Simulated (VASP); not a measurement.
Input of a VASP 6.6.1 run:

The input POSCAR:

```
BP
1.0
    2.7080526412      0.0000000000      0.0000000000
    0.0000000000      2.7080526412      0.0000000000
    0.0000000000      0.0000000000      2.7080526412
B P
1 1
Direct
    0.0000000000      0.0000000000      0.0000000000
    0.5000000000      0.5000000000      0.5000000000
```

INCAR.step1

```
  ALGO = Normal
  EDIFF = 1E-5
  ENCUT = 520
  GGA = PE
  ISIF = 2
  ISMEAR = -1
  LASPH = True
  LCHARG = False
  LREAL = False
  LWAVE = True
  NBANDS = 11
  NELM = 60
  PREC = Accurate
  SIGMA = 0.02
```

INCAR.step2

```
  ALGO = Normal
  EDIFF = 1E-6
  ENCUT = 520
  GGA = PE
  HFSCREEN = 0.2079
  ISIF = 2
  ISMEAR = -1
  ISTART = 1
  LASPH = True
  LCHARG = False
  LHFCALC = True
  LREAL = False
  LWAVE = False
  NBANDS = 11
  NELM = 60
  PREC = Accurate
  PRECFOCK = Normal
  SIGMA = 0.02
```

KPOINTS

```
k-points
0
Gamma
  4 4 4
```

Potentials or basis: VASP PAW PBE potentials, release 64 (B, P).

Run with:

```bash
$ cat potpaw_PBE.64/B/POTCAR potpaw_PBE.64/P/POTCAR > POTCAR
$ cp INCAR.step1 INCAR
$ mpirun -np 1 vasp_std > vasp.out
$ cp INCAR.step2 INCAR
$ mpirun -np 1 vasp_std > vasp.out
```

Question: What does it give for the pressure?

Answer: -6.1 GPa.

Question: What does it give for the band gap on the k mesh?

Answer: None (metal or under the smearing width).

Caveat: the k mesh is coarse (spacing up to 0.58 Å⁻¹), so the values aren't converged, least of all with exact exchange; the PAW data sets were made with another functional, which shifts forces and pressure a little.
